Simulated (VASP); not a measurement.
Wanted: the native input for a VASP 6.6.1 run.

```yaml
Task: relaxation of the atoms
Functional: PBE
Potentials_or_basis: VASP PAW PBE potentials, release 64 (Ag)
Cutoff: 300 eV
k_mesh: 8 × 8 × 8
Occupations: methfessel-paxton, width 0.1 eV
Spin: no spin polarisation
Further_INCAR_settings: ALGO = Normal; EDIFF = 1e-07; IBRION = 2; EDIFFG = -0.01; NSW = 40
```

The structure of Ag lies in POSCAR:

```
Ag                                      
1.0
    0.0000000000      2.1167099453      2.1167099453
    2.1167099453      0.0000000000      2.1167099453
    2.1167099453      2.1167099453      0.0000000000
  Ag            
     1
Direct
     1.0000000000000000    0.0000000000000000    1.0000000000000000
```

The cell isn't the ideal one: a relaxed cell with its volume scaled by 1.06.

The input as run:

INCAR

```
SYSTEM = Ag
PREC = Accurate
ENCUT = 300
EDIFF = 1E-7
ISMEAR = 1
SIGMA = 0.1
LREAL = .FALSE.
LASPH = .TRUE.
NELM = 80
ALGO = Normal
ISIF = 2
LWAVE = .FALSE.
LCHARG = .FALSE.
GGA = PE
IBRION = 2
NSW = 40
EDIFFG = -0.01
```

KPOINTS

```
regular mesh
0
G
  8 8 8
  0 0 0
```

Potentials or basis: VASP PAW PBE potentials, release 64 (Ag).

Command:

```console
$ cat potpaw_PBE.64/Ag/POTCAR > POTCAR
$ mpirun -np 1 vasp_std > vasp.out
```

It gave:

| Quantity | Value |
| --- | --- |
| Pressure after relaxing | -4.2 GPa |
| Band gap on the k mesh | none (metal or under the smearing width) |

Caveat: the cutoff is under 1.25 times the usual one of these potentials, so pressure, stress and relaxed cells hold a basis-set (Pulay) error; the relaxation stopped at its first step, so nothing moved.

Wall time 2.5 s on 1 thread of Intel(R) Xeon(R) Platinum 8488C (Sapphire Rapids), on a shared host, peak memory 0.11 GiB.
